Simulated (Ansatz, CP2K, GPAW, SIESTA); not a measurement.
## One calculation of Al, 4 ways

```xyz
2
Lattice="2.8125 0.0000 0.0000 -1.4062 2.4357 0.0000 0.0000 0.0000 4.8669" Properties=species:S:1:pos:R:3 pbc="T T T"
Al    0.0000    1.6238    1.2167
Al    1.4062    0.8119    3.6501
```

This isn't the form of Al at room conditions, which is fcc.

Alike in all runs: task band structure; functional LDA; k mesh 11 × 11 × 6; occupations fermi-dirac, width 0.05 eV; no spin polarisation; no spin-orbit coupling. LDA stands for any of its common fits. Pressure is positive in compression and, in plane waves, holds the error of the finite cutoff.

```csv
program and potentials,plane-wave cutoff (eV),notes,pressure (GPa)
"SIESTA, files PseudoDojo sr-lda-0.4.1-standard, DZP (energy shift 0.003 Ry)",-,atomic basis,-3.16
"GPAW, the program's PAW data sets (release 1.2.1) made for this functional",600,-,?
"CP2K, GTH_POTENTIALS Al GTH-PADE-q3; TZVP-MOLOPT-PBE-GTH basis",-,atomic basis,-3.59
"Ansatz, all-electron LAPW, scalar-relativistic",-,-,-3.00
```

**Question.** Estimate from the other rows what the run with GPAW, the program's PAW data sets (release 1.2.1) made for this functional gave.

**Answer.** Pressure -2.87 GPa. The other rows, which needn't bracket it: pressure -3.59 to -3.00.
